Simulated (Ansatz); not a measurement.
# BaTe: the cost of one run

Program: Ansatz 0.2.0. Level of theory: DFT PBE, scalar-relativistic, plane waves, PAW. These are calculated values, not measurements.

## (1) Starting point

It takes space group P6_3/mmc (No. 194, hexagonal). The conventional cell has a = 4.868 Å, b = 4.868 Å, c = 18.655 Å, α = 90.00°, β = 90.00°, γ = 120.00°. Around Ba (site symmetry 3m) lie 6 Te at 3.63 to 3.68 Å. Te (site symmetry -3m) is surrounded by 6 Ba at 3.63 Å. Te (site symmetry -6m2) has 6 Ba at 3.68 Å as nearest neighbours.

As a file:

```
Ba Te
1.0
     4.86785    0.00000    0.00000
    -2.43392    4.21568    0.00000
     0.00000    0.00000   18.65499
Ba Te
4 4
Cartesian
  2.4339 1.4052 16.3632
  0.0000 2.8105 2.2917
  0.0000 2.8105 7.0357
  2.4339 1.4052 11.6192
  0.0000 0.0000 0.0000
  0.0000 0.0000 9.3275
  2.4339 1.4052 4.6637
  0.0000 2.8105 13.9912
```

A structure generator made this guess: 6-connected net, two elements alternating (P6_3/mmc, No. 194). The dimensions are guesses.

## (2) The guess as it stands, on a coarse mesh

The input, input.yaml:

```yaml
crystal:
  lattice:
    - [4.86784773, 0.0, 0.0]
    - [-2.43392387, 4.2156798, 0.0]
    - [0.0, 0.0, 18.65498896]
  atoms:
    - { symbol: Ba, position: [0.66666667, 0.33333333, 0.87715101] }
    - { symbol: Ba, position: [0.33333333, 0.66666667, 0.12284899] }
    - { symbol: Ba, position: [0.33333333, 0.66666667, 0.37715101] }
    - { symbol: Ba, position: [0.66666667, 0.33333333, 0.62284899] }
    - { symbol: Te, position: [0.0, 0.0, 0.0] }
    - { symbol: Te, position: [0.0, 0.0, 0.5] }
    - { symbol: Te, position: [0.66666667, 0.33333333, 0.25] }
    - { symbol: Te, position: [0.33333333, 0.66666667, 0.75] }
basis:
  ecutwfc: 420
kpoints:
  mp_grid: { grid: [6, 6, 1] }
hamiltonian:
  xc: pbe
scf:
  occupations: { method: gaussian, width: 0.1 }
  lower_state_search: "off"
output:
  forces: true
  stress: true
  eigenvalues: true
```

Launch:

```console
> ansatz run input.yaml --threads 1 --pin off --max-ram 2560MiB --backend cpu --events-out ev --progress --plain --runs-dir out
```

Q: Estimate wall time and peak memory on 1 thread of Arm Neoverse V2, shared host.

About 8.5 s, with a peak of 0.6 GiB.
